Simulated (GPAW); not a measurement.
# CdS (Greenockite) (P6_3mc) in GPAW: settings compared

The runs below take CdS (Greenockite) through relaxation of cell and atoms, single point, with PBEsol+D3, PBEsol+D3(BJ), PBEsol+D3(BJ)+ATM, PBEsol+D4, PBE.

Everything below comes from runs of GPAW 26.7.0. Logs are shortened: lines on timing, memory, paths and dates and some standing lists are left out, and cuts for length are marked. The log counts tension as positive stress, the text compression.

**What was measured.**

From “Isotope dependence of band-gap energy”, 2008, arxiv:0807.2152, for a bulk crystal of CdS: band gap 2.5809 ± 0.0002 eV.

The results are compared with them further down.

## Step 1: Starting point

It takes space group P6_3mc (No. 186, hexagonal). The conventional cell has a = 4.150 Å, b = 4.150 Å, c = 6.737 Å, α = 90.00°, β = 90.00°, γ = 120.00°. Cd (site symmetry 3m) is surrounded by 4 S at 2.53 to 2.54 Å. S (site symmetry 3m) is surrounded by 4 Cd at 2.53 to 2.54 Å.

## Step 2: Relaxation of cell and atoms, PBEsol+D3

run.py reads:

```python
from ase import Atoms
from ase.calculators.mixing import SumCalculator
from ase.filters import FrechetCellFilter
from ase.io import write
from ase.optimize import BFGS
from dftd3.ase import DFTD3
from gpaw import GPAW, PW, setup_paths

setup_paths.insert(0, '.')

atoms = Atoms(['Cd', 'Cd', 'S', 'S'],
              cell=[[4.15, 0.0, 0.0],
                    [-2.075, 3.5940054257, 0.0],
                    [0.0, 0.0, 6.737]],
              scaled_positions=[[0.6666666667, 0.3333333333, 0.5],
                                [0.3333333333, 0.6666666667, 0.0],
                                [0.6666666667, 0.3333333333, 0.875],
                                [0.3333333333, 0.6666666667, 0.375]],
              pbc=True)

calc = GPAW(mode=PW(600),
            xc='PBEsol',
            kpts={'size': (6, 6, 3), 'gamma': True},
            occupations={'name': 'fermi-dirac', 'width': 0.05},
            nbands=31,
            convergence={'density': 1e-05, 'forces': 0.0001},
            maxiter=150,
            txt='gpaw.txt')
atoms.calc = SumCalculator([calc, DFTD3(method='pbesol', damping='d3zero')])
opt = BFGS(FrechetCellFilter(atoms), trajectory='relax.traj', logfile='-')
done = opt.run(fmax=0.02, steps=60)
calc.write('gs.gpw')
write('result.traj', atoms)
print('Converged:', done)
print('Cell:', atoms.cell.cellpar().round(4))
print('Volume:', round(atoms.get_volume(), 4))
print(atoms.get_scaled_positions().round(5))
```

Potentials or basis: PAW data sets generated in the run's folder for this functional, pw.

Run with:

```console
$ gpaw-setup -f PBEsol Cd S
$ OMP_NUM_THREADS=1 python run.py
```

gpaw.txt:

```text
__  _  _
 | _ |_)|_||  |
 |__||  | ||/\| - 26.7.0

Input parameters:
  mode=PW(ecut=600.0),
  convergence={'density': 1e-05, 'forces': 0.0001},
  kpts=MonkhorstPack(size=(6, 6, 3), gamma=True),
  maxiter=150,
  nbands=31,
  occupations=Occupations(name='fermi-dirac', width=0.05),
  xc=XC(name='PBEsol')

Diagonalizing LCAO Hamiltonian
Converting LCAO to pw mode

            S

            Cd
        S

        Cd

Atoms  # Å, Bohr magnetons
|   | symbol |         x |        y |        z |    initial magnetic moments |
|---|--------|-----------|----------|----------|-----------------------------|
| 0 |     Cd |  2.075000 | 1.198002 | 3.368500 | ( 0.0000,  0.0000,  0.0000) |
| 1 |     Cd | -0.000000 | 2.396004 | 0.000000 | ( 0.0000,  0.0000,  0.0000) |
| 2 |      S |  2.075000 | 1.198002 | 5.894875 | ( 0.0000,  0.0000,  0.0000) |
| 3 |      S | -0.000000 | 2.396004 | 2.526375 | ( 0.0000,  0.0000,  0.0000) |

Unit cell  # Å
| periodic |         x |        y |        z |  lengths |     angles |
|----------|-----------|----------|----------|----------|------------|
|      yes |  4.150000 | 0.000000 | 0.000000 | 4.150000 |  90.000000 |
|      yes | -2.075000 | 3.594005 | 0.000000 | 4.150000 |  90.000000 |
|      yes |  0.000000 | 0.000000 | 6.737000 | 6.737000 | 120.000000 |

Number of symmetries: 6
Symmetry operations  # r_c * U_cc + t_c -> r_c
|   | kind |            matrix            |
|---|------|------------------------------|
| 0 |  σ   |  1, 1, 0,  0,-1, 0,  0, 0, 1 |
| 1 |  E   |  1, 0, 0,  0, 1, 0,  0, 0, 1 |
| 2 |  C3  |  0, 1, 0, -1,-1, 0,  0, 0, 1 |
| 3 |  σ   |  0,-1, 0, -1, 0, 0,  0, 0, 1 |
| 4 |  σ   | -1, 0, 0,  1, 1, 0,  0, 0, 1 |
| 5 |  C3  | -1,-1, 0,  1, 0, 0,  0, 0, 1 |

BZ-sampling:
  Number of BZ points: 108
  Number of IBZ points: 17
[... 171 lines left out ...]
|         12 |        -1.060 |     2.000 |
|         13 |         2.583 |     2.000 |
|         14 |         2.583 |     2.000 |
|         15 |         3.315 |     2.000 |
[... 8 lines left out ...]
|         24 |        10.792 |     0.000 |
|         25 |        10.880 |     0.000 |
|        ... |               |           |
|         30 |        14.770 |     0.000 |

Gap: 1.037 eV
Transition (v -> c):
  (s=0, k=0, n=17, [0.00, 0.00, 0.00]) -> (s=0, k=0, n=18, [0.00, 0.00, 0.00])
No difference between direct/indirect transitions

Stress tensor  # eV/Ang^3
|         x |        y |         z |
|-----------|----------|-----------|
|  0.008555 | 0.000000 | -0.000000 |
| -0.000000 | 0.008555 |  0.000000 |
| -0.000000 | 0.000000 |  0.004992 |

Forces  # eV/Ang
|        x |       y |        z |
|----------|---------|----------|
| -0.00000 | 0.00000 | -0.06430 |  # Cd   0
|  0.00000 | 0.00000 | -0.06446 |  # Cd   1
|  0.00000 | 0.00000 |  0.06439 |  # S    2
|  0.00000 | 0.00000 |  0.06435 |  # S    3

Interpolating wave functions to new cell

            S

            Cd
        S
[... 201 lines left out ...]
|         12 |        -1.033 |     2.000 |
|         13 |         2.631 |     2.000 |
|         14 |         2.631 |     2.000 |
|         15 |         3.367 |     2.000 |
[... 8 lines left out ...]
|         24 |        10.847 |     0.000 |
|         25 |        10.947 |     0.000 |
|        ... |               |           |
|         30 |        14.825 |     0.000 |

Gap: 1.048 eV
Transition (v -> c):
  (s=0, k=0, n=17, [0.00, 0.00, 0.00]) -> (s=0, k=0, n=18, [0.00, 0.00, 0.00])
No difference between direct/indirect transitions

Stress tensor  # eV/Ang^3
|        x |         y |         z |
|----------|-----------|-----------|
| 0.006631 |  0.000000 |  0.000000 |
| 0.000000 |  0.006631 | -0.000000 |
| 0.000000 | -0.000000 |  0.003599 |

Forces  # eV/Ang
|        x |       y |        z |
|----------|---------|----------|
|  0.00000 | 0.00000 | -0.05314 |  # Cd   0
| -0.00000 | 0.00000 | -0.05311 |  # Cd   1
|  0.00000 | 0.00000 |  0.05310 |  # S    2
|  0.00000 | 0.00000 |  0.05310 |  # S    3

Interpolating wave functions to new cell

            S

            Cd
        S
[... 220 lines left out ...]
Gap: 1.147 eV
Transition (v -> c):
  (s=0, k=0, n=17, [0.00, 0.00, 0.00]) -> (s=0, k=0, n=18, [0.00, 0.00, 0.00])
No difference between direct/indirect transitions

Stress tensor  # eV/Ang^3
|         x |         y |         z |
|-----------|-----------|-----------|
| -0.013623 | -0.000000 |  0.000000 |
| -0.000000 | -0.013623 | -0.000000 |
|  0.000000 |  0.000000 | -0.010702 |

Forces  # eV/Ang
|        x |        y |        z |
|----------|----------|----------|
| -0.00000 | -0.00000 |  0.05849 |  # Cd   0
| -0.00000 |  0.00000 |  0.05852 |  # Cd   1
| -0.00000 | -0.00000 | -0.05863 |  # S    2
| -0.00000 |  0.00000 | -0.05860 |  # S    3

Interpolating wave functions to new cell

            S

            Cd
        S

        Cd

Atoms  # Å, Bohr magnetons
|   | symbol |         x |        y |         z |    initial magnetic moments |
|---|--------|-----------|----------|-----------|-----------------------------|
| 0 |     Cd |  2.041486 | 1.178653 |  3.311285 | ( 0.0000,  0.0000,  0.0000) |
| 1 |     Cd | -0.000000 | 2.357305 | -0.009006 | ( 0.0000,  0.0000,  0.0000) |
| 2 |      S |  2.041486 | 1.178653 |  5.819515 | ( 0.0000,  0.0000,  0.0000) |
| 3 |      S | -0.000000 | 2.357305 |  2.499221 | ( 0.0000,  0.0000,  0.0000) |
[... 208 lines left out ...]
Gap: 1.140 eV
Transition (v -> c):
  (s=0, k=0, n=17, [0.00, 0.00, 0.00]) -> (s=0, k=0, n=18, [0.00, 0.00, 0.00])
No difference between direct/indirect transitions

Stress tensor  # eV/Ang^3
|         x |         y |         z |
|-----------|-----------|-----------|
| -0.011775 |  0.000000 |  0.000000 |
|  0.000000 | -0.011775 | -0.000000 |
|  0.000000 | -0.000000 | -0.009894 |

Forces  # eV/Ang
|        x |        y |        z |
|----------|----------|----------|
|  0.00000 | -0.00000 |  0.04133 |  # Cd   0
| -0.00000 |  0.00000 |  0.04134 |  # Cd   1
|  0.00000 | -0.00000 | -0.04137 |  # S    2
| -0.00000 | -0.00000 | -0.04137 |  # S    3

Interpolating wave functions to new cell

            S

            Cd
        S

        Cd

Atoms  # Å, Bohr magnetons
|   | symbol |         x |        y |         z |    initial magnetic moments |
|---|--------|-----------|----------|-----------|-----------------------------|
| 0 |     Cd |  2.041782 | 1.178823 |  3.311277 | ( 0.0000,  0.0000,  0.0000) |
| 1 |     Cd | -0.000000 | 2.357647 | -0.008414 | ( 0.0000,  0.0000,  0.0000) |
| 2 |      S |  2.041782 | 1.178823 |  5.817874 | ( 0.0000,  0.0000,  0.0000) |
| 3 |      S | -0.000000 | 2.357647 |  2.498179 | ( 0.0000,  0.0000,  0.0000) |
[... 207 lines left out ...]
Gap: 1.140 eV
Transition (v -> c):
  (s=0, k=0, n=17, [0.00, 0.00, 0.00]) -> (s=0, k=0, n=18, [0.00, 0.00, 0.00])
No difference between direct/indirect transitions

Stress tensor  # eV/Ang^3
|         x |         y |         z |
|-----------|-----------|-----------|
| -0.011532 |  0.000000 | -0.000000 |
|  0.000000 | -0.011532 |  0.000000 |
|  0.000000 |  0.000000 | -0.010216 |

Forces  # eV/Ang
|       x |        y |        z |
|---------|----------|----------|
| 0.00000 | -0.00000 |  0.03211 |  # Cd   0
| 0.00000 |  0.00000 |  0.03208 |  # Cd   1
| 0.00000 | -0.00000 | -0.03231 |  # S    2
| 0.00000 |  0.00000 | -0.03229 |  # S    3

Interpolating wave functions to new cell

            S

            Cd
        S

        Cd

Atoms  # Å, Bohr magnetons
|   | symbol |         x |        y |         z |    initial magnetic moments |
|---|--------|-----------|----------|-----------|-----------------------------|
| 0 |     Cd |  2.041861 | 1.178869 |  3.309643 | ( 0.0000,  0.0000,  0.0000) |
| 1 |     Cd | -0.000000 | 2.357738 | -0.006903 | ( 0.0000,  0.0000,  0.0000) |
| 2 |      S |  2.041861 | 1.178869 |  5.810845 | ( 0.0000,  0.0000,  0.0000) |
| 3 |      S | -0.000000 | 2.357738 |  2.494297 | ( 0.0000,  0.0000,  0.0000) |
[... 213 lines left out ...]
Stress tensor  # eV/Ang^3
|         x |         y |         z |
|-----------|-----------|-----------|
| -0.011381 |  0.000000 | -0.000000 |
|  0.000000 | -0.011381 | -0.000000 |
|  0.000000 | -0.000000 | -0.011634 |

Forces  # eV/Ang
|        x |       y |        z |
|----------|---------|----------|
|  0.00000 | 0.00000 |  0.00768 |  # Cd   0
| -0.00000 | 0.00000 |  0.00764 |  # Cd   1
|  0.00000 | 0.00000 | -0.00777 |  # S    2
|  0.00000 | 0.00000 | -0.00772 |  # S    3

# Writing to gs.gpw (mode='')
```

Wall time 3.2 min (1 thread of Arm Neoverse V1, shared host); peak memory 0.28 GiB.

Results:

```
Free energy                            : -14.8875 eV
Relaxed volume                         : 23.95 Å³/atom
Relaxed cell                           : a = 4.084 Å, b = 4.084 Å, c = 6.633 Å, α = 90.00°, β = 90.00°, γ = 120.00°
Space group after relaxing (to 0.05 Å) : P6_3mc (No. 186)
Energy gained by relaxing              : 11.3 meV/atom
Ionic steps                            : 6
Pressure after relaxing                : 0.0 GPa
Largest force after relaxing           : 0.005 eV/Å
Band gap on the k mesh                 : 1.14 eV, direct
Dispersion energy per atom             : -0.215 eV
```

Forces on the atoms (eV/Å):
```
Cd   0.000  0.000 -0.005
Cd   0.000  0.000 -0.005
S    0.000  0.000  0.005
S    0.000  0.000  0.005
```

Step by step:
| step | energy change (eV) | largest force (eV/Å) | pressure (GPa) | volume (Å³) |
| --- | --- | --- | --- | --- |
| 1 | 0.0000 | 0.0749 | -2.93 | 100.48 |
| 2 | -0.0088 | 0.0639 | -2.66 | 99.99 |
| 3 | -0.0443 | 0.0458 | 0.16 | 95.55 |
| 4 | -0.0448 | 0.0287 | -0.07 | 95.87 |
| 5 | -0.0449 | 0.0197 | -0.08 | 95.88 |
| 6 | -0.0450 | 0.0047 | -0.02 | 95.80 |

Final structure:
```
Cd S
1.0
     4.08372    0.00000    0.00000
    -2.04186    3.53661    0.00000
     0.00000    0.00000    6.63310
Cd S
2 2
Direct
  0.66667 0.33333 0.49896
  0.33333 0.66667 0.99896
  0.66667 0.33333 0.87604
  0.33333 0.66667 0.37604
```

Caveat: later steps reuse the first step's grids. As with any semilocal functional, this PBEsol gap is likely too small.

## Step 3: Relaxation of cell and atoms, PBEsol+D3(BJ)

Changes to run.py since step 2:

```diff
@@ -28,3 +28,3 @@
             txt='gpaw.txt')
-atoms.calc = SumCalculator([calc, DFTD3(method='pbesol', damping='d3zero')])
+atoms.calc = SumCalculator([calc, DFTD3(method='pbesol', damping='d3bj')])
 opt = BFGS(FrechetCellFilter(atoms), trajectory='relax.traj', logfile='-')
```

Potentials or basis: PAW data sets generated in the run's folder for this functional, pw.

Run with:

```console
$ gpaw-setup -f PBEsol Cd S
$ OMP_NUM_THREADS=1 python run.py
```

Wall time 3.3 min (1 thread of Arm Neoverse V1, shared host); peak memory 0.28 GiB.

Results (log left out):

```yaml
Free_energy: -15.1521 eV
Relaxed_volume: 23.94 Å³/atom
Relaxed_cell: a = 4.081 Å, b = 4.081 Å, c = 6.639 Å, α = 90.00°, β = 90.00°, γ = 120.00°
Space_group_after_relaxing_to_0.05_Å: P6_3mc (No. 186)
Energy_gained_by_relaxing: 11.2 meV/atom
Ionic_steps: 6
Pressure_after_relaxing: 0.0 GPa
Band_gap_on_the_k_mesh: 1.14 eV, direct
Dispersion_energy_per_atom: -0.281 eV
```

The path:
| step | energy change (eV) | largest force (eV/Å) | pressure (GPa) | volume (Å³) |
| --- | --- | --- | --- | --- |
| 1 | 0.0000 | 0.0638 | -2.90 | 100.48 |
| 2 | -0.0086 | 0.0535 | -2.64 | 99.99 |
| 3 | -0.0441 | 0.0515 | 0.15 | 95.51 |
| 4 | -0.0446 | 0.0350 | -0.07 | 95.82 |
| 5 | -0.0447 | 0.0254 | -0.08 | 95.83 |
| 6 | -0.0448 | 0.0016 | -0.03 | 95.76 |

Final structure:
```
Cd S
1.0
     4.08097    0.00000    0.00000
    -2.04048    3.53422    0.00000
     0.00000    0.00000    6.63915
Cd S
2 2
Direct
  0.66667 0.33333 0.49924
  0.33333 0.66667 0.99924
  0.66667 0.33333 0.87575
  0.33333 0.66667 0.37575
```

Levels at points of the mesh, in eV from the valence-band top:
| k point | band 14 | band 15 | band 16 | band 17 | band 18 | band 19 | band 20 | band 21 | band 22 | band 23 |
| --- | --- | --- | --- | --- | --- | --- | --- | --- | --- | --- |
| (0.00, 0.00, 0.00) | -0.83 | -0.83 | -0.06 | 0.00 | 0.00 | 1.14 | 2.70 | 6.31 | 6.31 | 6.60 |
| (0.50, 0.50, 0.00) | -3.76 | -2.89 | -2.07 | -1.44 | -0.84 | 3.67 | 3.74 | 4.94 | 6.41 | 6.89 |

Caveat: later steps reuse the first step's grids.

## Step 4: Relaxation of cell and atoms, PBEsol+D3(BJ)+ATM

Changes to run.py since step 3:

```diff
@@ -28,3 +28,3 @@
             txt='gpaw.txt')
-atoms.calc = SumCalculator([calc, DFTD3(method='pbesol', damping='d3bj')])
+atoms.calc = SumCalculator([calc, DFTD3(damping='d3bj', params_tweaks=dict(method='pbesol', atm=True))])
 opt = BFGS(FrechetCellFilter(atoms), trajectory='relax.traj', logfile='-')
```

Run with:

```console
$ gpaw-setup -f PBEsol Cd S
$ OMP_NUM_THREADS=1 python run.py
```

Run time: 3.3 min. Hardware: 1 thread of Arm Neoverse V1, shared host; peak memory 0.29 GiB.

Results (log left out):

| Quantity | Value |
| --- | --- |
| Free energy | -15.0783 eV |
| Relaxed volume | 24.03 Å³/atom |
| Relaxed cell | a = 4.086 Å, b = 4.086 Å, c = 6.648 Å, α = 90.00°, β = 90.00°, γ = 120.00° |
| Space group after relaxing (to 0.05 Å) | P6_3mc (No. 186) |
| Energy gained by relaxing | 9.5 meV/atom |
| Ionic steps | 6 |
| Pressure after relaxing | 0.0 GPa |
| Band gap on the k mesh | 1.13 eV, direct |
| Dispersion energy per atom | -0.262 eV |

Forces on the atoms (eV/Å):
```
Cd   0.000  0.000  0.002
Cd   0.000  0.000  0.002
S    0.000  0.000 -0.002
S    0.000  0.000 -0.002
```

The path:
```
step  energy change (eV)  largest force (eV/Å)  pressure (GPa)  volume (Å³)
   1              0.0000                0.0641           -2.68       100.48
   2             -0.0074                0.0536           -2.44       100.03
   3             -0.0376                0.0494            0.11        95.92
   4             -0.0380                0.0341           -0.07        96.18
   5             -0.0381                0.0239           -0.08        96.20
   6             -0.0382                0.0021           -0.03        96.13
```

Final structure:
```
Cd S
1.0
     4.08628    0.00000    0.00000
    -2.04314    3.53882    0.00000
     0.00000    0.00000    6.64788
Cd S
2 2
Direct
  0.66667 0.33333 0.49923
  0.33333 0.66667 0.99923
  0.66667 0.33333 0.87577
  0.33333 0.66667 0.37577
```

Levels at points of the mesh, in eV from the valence-band top:
```
           k point  band 16  band 17  band 18  band 19  band 20  band 21
(0.00, 0.00, 0.00)    -0.05     0.00     0.00     1.13     2.69     6.31
(0.50, 0.50, 0.00)    -2.05    -1.43    -0.83     3.67     3.74     4.94
```

Caveat: later steps reuse the first step's grids.

[end of part 1 of 2]
